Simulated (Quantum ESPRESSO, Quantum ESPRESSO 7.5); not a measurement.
# In2Se2, 1 layer, stepped through the field along the normal

What law, if any, do the results for In2Se2, 1 layer follow against the field along the normal?

Method: plane-wave DFT, PBE, GBRV ultrasoft pseudopotentials (geometry by pw.x at PBE-D3(BJ), GBRV ultrasoft), in Quantum ESPRESSO 7.5.

**1. Starting point**

The cell holds 4 atoms: 2 Se and 2 In. Cell: a = 4.134 Å, b = 4.134 Å, c = 22.143 Å, α = 90.0°, β = 90.0°, γ = 120.0°. It derives from In2Se2. Vacuum lies along c.

Set-up: Cell and atoms are relaxed without a field with a D3(BJ) correction and then held. Sawtooth field with dipole correction, 17 Å of vacuum in the starting cell, Fermi-Dirac smearing of 0.002 Ry; bands along a path at each field.

Members -0.05, 0.1, -0.1, 0.2, -0.2, 0.3 and -0.3 took the same steps and show in the table alone.

**2. Relaxing cell and ions of the reference**

What the set-up leaves free in this member is relaxed.

File ref.relax.in:

```
&control
  prefix = 'ref.relax'
  outdir = './out'
  pseudo_dir = './pseudo'
  nstep = 80
  forc_conv_thr = 0.0004
  calculation = 'vc-relax'
  etot_conv_thr = 1e-06
/
&system
  ibrav = 0
  nat = 4
  ntyp = 2
  ecutwfc = 50
  ecutrho = 250
  vdw_corr = 'grimme-d3'
  dftd3_version = 4
  occupations = 'smearing'
  smearing = 'fd'
  degauss = 0.004
/
&electrons
  conv_thr = 1e-09
  mixing_beta = 0.4
  electron_maxstep = 120
  mixing_mode = 'plain'
/
&ions
/
&cell
  cell_dofree = '2Dxy'
  press_conv_thr = 0.3
/
ATOMIC_SPECIES
  Se  78.9710  se_pbe_v1.uspp.F.UPF
  In  114.8180  in_pbe_v1.4.uspp.F.UPF
CELL_PARAMETERS angstrom
  4.13400000000000 0.00000000000000 0.00000000000000
  -2.06700000000000 3.58014901924487 0.00000000000000
  0.00000000000000 0.00000000000000 22.14290946413444
ATOMIC_POSITIONS crystal
  Se  0.333333333300 0.666666666700 0.383870060697
  In  0.000000000000 0.000000000000 0.435871119272
  In  0.000000000000 0.000000000000 0.564128880728
  Se  0.333333333300 0.666666666700 0.616129939303
K_POINTS automatic
  6 6 1 0 0 0
```

Launch:

```
OMP_NUM_THREADS=1 mpirun -n 4 pw.x -nk 2 -in ref.relax.in > ref.relax.out
```

Log:

```text
Program PWSCF v.7.5 starts
[citation notice left out]

     Parallel version (MPI & OpenMP), running on       4 processor cores
     Number of MPI processes:                 4
     Threads/MPI process:                     1

     MPI processes distributed on     1 nodes
[...]
Current dimensions of program PWSCF are:
     Max number of different atomic species (ntypx) = 10
     Max number of k-points (npk) =  40000
     Max angular momentum in pseudopotentials (lmaxx) =  4
     Message from routine setup:
     using ibrav=0 with symmetry is DISCOURAGED, use correct ibrav instead

     K-points division:     npool     =       2
     R & G space division:  proc/nbgrp/npool/nimage =       2
     Subspace diagonalization in iterative solution of the eigenvalue problem:
     a serial algorithm will be used

     Parallelization info
     --------------------
     sticks:   dense  smooth     PW     G-vecs:    dense   smooth      PW
     Min         522     423    124                73753    52913    8239
     Max         523     424    129                73758    52930    8242
     Sum        1045     847    253               147511   105843   16481

     Using Slab Decomposition

     bravais-lattice index     =            0
     lattice parameter (alat)  =       7.8121  a.u.
     unit-cell volume          =    2211.5811 (a.u.)^3
     number of atoms/cell      =            4
     number of atomic types    =            2
     number of electrons       =        38.00
     number of Kohn-Sham states=           23
     kinetic-energy cutoff     =      50.0000  Ry
     charge density cutoff     =     250.0000  Ry
     scf convergence threshold =      1.0E-09
     mixing beta               =       0.4000
     number of iterations used =            8  plain     mixing
     energy convergence thresh.=      1.0E-06
     force convergence thresh. =      4.0E-04
     press convergence thresh. =      3.0E-01
     Exchange-correlation=  SLA  PW   PBX  PBC
                           (   1   4   3   4   0   0   0)
     nstep                     =           80

     celldm(1)=   7.812128  celldm(2)=   0.000000  celldm(3)=   0.000000
     celldm(4)=   0.000000  celldm(5)=   0.000000  celldm(6)=   0.000000

     crystal axes: (cart. coord. in units of alat)
               a(1) = (   1.000000   0.000000   0.000000 )
               a(2) = (  -0.500000   0.866025   0.000000 )
               a(3) = (   0.000000   0.000000   5.356292 )

     reciprocal axes: (cart. coord. in units 2 pi/alat)
               b(1) = (  1.000000  0.577350 -0.000000 )
               b(2) = (  0.000000  1.154701  0.000000 )
               b(3) = (  0.000000 -0.000000  0.186696 )

     PseudoPot. # 1 for Se read from file:
     ./pseudo/se_pbe_v1.uspp.F.UPF
     Pseudo is Ultrasoft + core correction, Zval =  6.0
     Generated by new atomic code, or converted to UPF format
     Using radial grid of  877 points,  6 beta functions with:
                l(1) =   0
                l(2) =   0
                l(3) =   1
                l(4) =   1
                l(5) =   2
                l(6) =   2
     Q(r) pseudized with  8 coefficients,  rinner =    1.300   1.300   1.300
                                                       1.300   1.300

     PseudoPot. # 2 for In read from file:
     ./pseudo/in_pbe_v1.4.uspp.F.UPF
     Pseudo is Ultrasoft + core correction, Zval = 13.0
     Generated by new atomic code, or converted to UPF format
     Using radial grid of  889 points,  6 beta functions with:
                l(1) =   0
                l(2) =   0
                l(3) =   1
                l(4) =   1
                l(5) =   2
                l(6) =   2
     Q(r) pseudized with  6 coefficients,  rinner =    1.400   1.400   1.400
                                                       1.400   1.400

     atomic species   valence    mass     pseudopotential
     Se                6.00    78.97100     Se( 1.00)
     In               13.00   114.81800     In( 1.00)

     12 Sym. Ops. (no inversion) found

   Cartesian axes

     site n.     atom                  positions (alat units)
         1        Se     tau(   1) = (  -0.0000000   0.5773503   2.0561200  )
         2        In     tau(   2) = (   0.0000000   0.0000000   2.3346528  )
         3        In     tau(   3) = (   0.0000000   0.0000000   3.0216388  )
         4        Se     tau(   4) = (  -0.0000000   0.5773503   3.3001716  )

     --------------------------------------------
     DFT-D3 Dispersion Correction (3-body terms):
     --------------------------------------------
       Reference C6 values for interpolation:

         atom   Coordination number   C6
         Se         0.000           427.35
         Se         0.990           427.57
         Se         1.981           421.05
         In         0.000          1515.48
         In         0.963          1357.98
         In         1.938           855.83
         In         2.935           621.66

       Values used:

         atom   Coordination number  R0_AB[au]  C6      C8
         Se         2.972            3.332    421.05  29958.36
         In         4.261            4.027    621.66  91928.86
         In         4.261            4.027    621.66  91928.86
         Se         2.972            3.332    421.05  29958.36

         Molecular C6 ( Ry / a.u.^6 ) =      8254.71

     number of k points=     7  Fermi-Dirac smearing, width (Ry)=  0.0040
                       cart. coord. in units 2pi/alat
        k(    1) = (   0.0000000   0.0000000   0.0000000), wk =   0.0555556
        k(    2) = (   0.0000000   0.1924501   0.0000000), wk =   0.3333333
        k(    3) = (   0.0000000   0.3849002   0.0000000), wk =   0.3333333
        k(    4) = (   0.0000000  -0.5773503   0.0000000), wk =   0.1666667
        k(    5) = (   0.1666667   0.2886751   0.0000000), wk =   0.3333333
        k(    6) = (   0.1666667   0.4811252   0.0000000), wk =   0.6666667
        k(    7) = (   0.3333333   0.5773503   0.0000000), wk =   0.1111111

     Dense  grid:   147511 G-vectors     FFT dimensions: (  40,  40, 216)

     Smooth grid:   105843 G-vectors     FFT dimensions: (  36,  36, 192)

     Estimated max dynamical RAM per process >     181.92 MB

     Estimated total dynamical RAM >     691.67 MB

     Initial potential from superposition of free atoms

     starting charge      34.9999, renormalised to      38.0000

     negative rho (up, down):  5.808E-04 0.000E+00
     Starting wfcs are   26 randomized atomic wfcs

     total cpu time spent up to now is        1.8 secs

     per-process dynamical memory:    72.3 Mb

[...]
Total force =     0.013655     Total SCF correction =     0.000073

     Computing stress (Cartesian axis) and pressure

     negative rho (up, down):  7.235E-04 0.000E+00
          total   stress  (Ry/bohr**3)                   (kbar)     P=       -1.83
  -0.00003058  -0.00000000   0.00000000           -4.50       -0.00        0.00
  -0.00000000  -0.00003058   0.00000000           -0.00       -4.50        0.00
  -0.00000000  -0.00000000   0.00002393           -0.00       -0.00        3.52

     Energy error            =      1.2E-03 Ry
     Gradient error          =      8.3E-03 Ry/Bohr
     Cell gradient error     =      4.5E+00 kbar

     number of scf cycles    =   3
     number of bfgs steps    =   2

     enthalpy           old  =    -354.3756013775 Ry
     enthalpy           new  =    -354.3767669037 Ry

     CASE: enthalpy          _new < enthalpy          _old

     new trust radius        =       0.0298953214 bohr
     new conv_thr            =       0.0000000002 Ry

     new unit-cell volume =   2198.74273 a.u.^3 (   325.82006 Ang^3 )
     density =      1.97529 g/cm^3

CELL_PARAMETERS (angstrom)
   4.121983510  -0.000000000   0.000000000
  -2.060991755   3.569742434   0.000000000
   0.000000000   0.000000000  22.142909464

ATOMIC_POSITIONS (crystal)
Se               0.3333333333        0.6666666667        0.3821508462
In              -0.0000000000       -0.0000000000        0.4377163486
In              -0.0000000000        0.0000000000        0.5622836514
Se               0.3333333333        0.6666666667        0.6178491538

[...]
NEW-OLD atomic charge density approx. for the potential
     New effective cutoffs (rho, wfc):  251.29   50.29

     negative rho (up, down):  7.166E-04 0.000E+00

     total cpu time spent up to now is       48.9 secs

     per-process dynamical memory:    79.9 Mb

[...]
!    total energy              =    -354.37737261 Ry
[...]
Total force =     0.009354     Total SCF correction =     0.000061
[...]
number of bfgs steps    =   3
[...]
new trust radius        =       0.0167878759 bohr
[...]
!    total energy              =    -354.37768612 Ry
[...]
Total force =     0.011868     Total SCF correction =     0.000011
[...]
number of bfgs steps    =   4
[...]
WARNING: bfgs curvature condition failed, Theta= 0.995
     new trust radius        =       0.0184666635 bohr
[...]
!    total energy              =    -354.37803467 Ry
[...]
Total force =     0.012806     Total SCF correction =     0.000093
[...]
number of bfgs steps    =   5
[...]
new trust radius        =       0.0276999952 bohr
[...]
!    total energy              =    -354.37853650 Ry
[...]
Total force =     0.012735     Total SCF correction =     0.000008
[...]
number of bfgs steps    =   6
[...]
new trust radius        =       0.0415499928 bohr
[...]
!    total energy              =    -354.37918140 Ry
[...]
Total force =     0.011072     Total SCF correction =     0.000029
[...]
number of bfgs steps    =   7
[...]
new trust radius        =       0.0623249891 bohr
[...]
!    total energy              =    -354.37982250 Ry
[...]
Total force =     0.007085     Total SCF correction =     0.000016
[...]
number of bfgs steps    =   8
[...]
new trust radius        =       0.0525074691 bohr
[...]
!    total energy              =    -354.38001592 Ry
[...]
Total force =     0.001955     Total SCF correction =     0.000009
[...]
number of bfgs steps    =   9
[...]
new trust radius        =       0.0016963621 bohr
[...]
!    total energy              =    -354.38002019 Ry
[...]
Total force =     0.001100     Total SCF correction =     0.000003
[...]
number of bfgs steps    =  10
[...]
new trust radius        =       0.0018659983 bohr
[...]
!    total energy              =    -354.38002239 Ry
[...]
Total force =     0.000676     Total SCF correction =     0.000005
[...]
number of bfgs steps    =  11
[...]
new trust radius        =       0.0014436627 bohr
[...]
!    total energy              =    -354.38002361 Ry
[...]
Total force =     0.000674     Total SCF correction =     0.000003
[...]
number of bfgs steps    =  12
[...]
new trust radius        =       0.0012306134 bohr
[...]
!    total energy              =    -354.38002479 Ry
[...]
Total force =     0.000665     Total SCF correction =     0.000003
[...]
number of bfgs steps    =  13
[...]
new trust radius        =       0.0021335153 bohr
[...]
Self-consistent Calculation

     iteration #  1     ecut=    50.00 Ry     beta= 0.40
     Davidson diagonalization with overlap
     ethr =  1.00E-06,  avg # of iterations =  2.0

     Threshold (ethr) on eigenvalues was too large:
     Diagonalizing with lowered threshold

     Davidson diagonalization with overlap
     ethr =  5.34E-09,  avg # of iterations =  4.0

     negative rho (up, down):  4.300E-04 0.000E+00

     total cpu time spent up to now is      205.4 secs

     total energy              =    -354.38002468 Ry
     estimated scf accuracy    <       0.00000268 Ry

[...]
iteration #  7     ecut=    50.00 Ry     beta= 0.40
[...]
negative rho (up, down):  4.301E-04 0.000E+00

[...]
End of self-consistent calculation

          k = 0.0000 0.0000 0.0000 ( 13217 PWs)   bands (ev):

   -15.6736 -15.4880 -15.4880 -15.4043 -15.4043 -15.3982 -15.3982 -15.2225
   -15.2225 -15.1919 -14.1688 -14.0366  -6.9995  -4.6871  -2.1136  -2.1136
    -2.0386  -2.0386  -1.7282  -0.0529   1.1665   3.4015   3.4015

          k = 0.0000 0.1975 0.0000 ( 13175 PWs)   bands (ev):

   -15.6746 -15.5643 -15.4933 -15.4852 -15.4050 -15.3864 -15.3843 -15.2610
   -15.2247 -15.1310 -13.9084 -13.7893  -6.8774  -4.8414  -3.2910  -3.0568
    -2.4194  -2.3098  -1.6587   0.8648   1.8357   2.7389   3.6061

          k = 0.0000 0.3950 0.0000 ( 13201 PWs)   bands (ev):

   -15.7340 -15.6235 -15.6179 -15.4852 -15.4183 -15.3507 -15.3505 -15.2809
   -15.2284 -15.0795 -13.3637 -13.2714  -6.9013  -5.8043  -4.2723  -3.3508
    -2.9322  -2.7718  -1.9989   0.8546   0.9709   2.8801   3.1667

          k =-0.0000-0.5925 0.0000 ( 13228 PWs)   bands (ev):

   -15.7799 -15.6752 -15.6169 -15.4868 -15.4247 -15.3333 -15.3317 -15.2880
   -15.2297 -15.0597 -13.0551 -12.9813  -7.1857  -6.4175  -4.1359  -3.1872
    -3.1550  -2.9744  -2.5826   0.6576   0.6744   2.5676   2.8835

          k = 0.1710 0.2962 0.0000 ( 13197 PWs)   bands (ev):

   -15.7077 -15.6152 -15.5915 -15.4890 -15.4095 -15.3658 -15.3647 -15.2728
   -15.2302 -15.0910 -13.5070 -13.4073  -6.8135  -5.4338  -3.9888  -3.3045
    -3.2235  -3.0027  -1.7848   1.3861   1.6790   2.7084   3.5768

          k = 0.1710 0.4937 0.0000 ( 13221 PWs)   bands (ev):

   -15.7683 -15.6674 -15.6177 -15.4972 -15.4120 -15.3474 -15.3451 -15.2758
   -15.2369 -15.0623 -13.0596 -12.9857  -7.0372  -6.1981  -4.2107  -3.7205
    -3.6583  -3.0503  -2.3715   1.1226   1.2
[key lines of the parts left out:]
total energy              =    -354.38002574 Ry
the Fermi energy is    -0.8016 ev
convergence has been achieved in   7 iterations
```

Wall time 4 min (4 MPI ranks of Intel Xeon Platinum 8375C at 2.90GHz (Ice Lake), shared host); peak memory 0.89 GiB.

The steps of the relaxation:

```tsv
step	energy less that of the first step (eV)	largest force (eV/Å)	volume (Å³)
1	0.0000	0.6325	327.72
2	-0.0216	0.3974	327.59
3	-0.0375	0.2147	327.06
4	-0.0457	0.1525	325.82
5	-0.0500	0.2124	324.65
6	-0.0547	0.2322	323.38
7	-0.0615	0.2315	321.46
8	-0.0703	0.2010	318.60
9	-0.0790	0.1280	314.33
10	-0.0817	0.0355	310.76
11	-0.0817	0.0192	310.86
12	-0.0818	0.0105	310.98
13	-0.0818	0.0121	311.08
14	-0.0818	0.0101	311.17
15	-0.0818	0.0058	311.21
16	-0.0811	0.0063	311.21
```

```tsv
cell as run	before	after	change
a (Å)	4.134	4.029	-2.6 %
b (Å)	4.134	4.029	-2.6 %
```

The atoms that moved most (Å, along periodic axes as changes of fractional coordinates times the final cell, across vacuum about the mean position):

```tsv
atom	dx	dy	dz	length
Se4	0.000	0.000	0.119	0.119
Se1	0.000	0.000	-0.119	0.119
In3	0.000	0.000	-0.023	0.023
In2	0.000	0.000	0.023	0.023
```

The relaxed structure:

```xyz
4
Lattice="4.0285 0.0000 0.0000 -2.0143 3.4888 0.0000 0.0000 0.0000 22.1429" Properties=species:S:1:pos:R:3
Se    0.0000    2.3259    8.3813
In    0.0000    0.0000    9.6746
In    0.0000    0.0000   12.4683
Se    0.0000    2.3259   13.7616
```

 The last row is no step: it is a fresh SCF in the final cell with a new plane-wave basis, +1 meV from the row before.

Numbers from this step:

```
free energy  : -4821.5852 eV
Fermi energy : -0.8037 eV
```

(Part 1 of 4 ends here.)

[Logs are printed without paths, hosts, clocks, repeated set-up lines and the standing remarks that a program may print on its own settings, such as how far it seeks lower states.]

[Hosts, paths, dates, database ids (printed as entryN), source tags and the programs' standing remarks are cut or masked in the printed files.]

[Maps of the electrostatic potential energy from Ansatz leave out the sawtooth potential of an applied field or a dipole correction, so their vacuum need not be flat; planar profiles and work functions include it.]
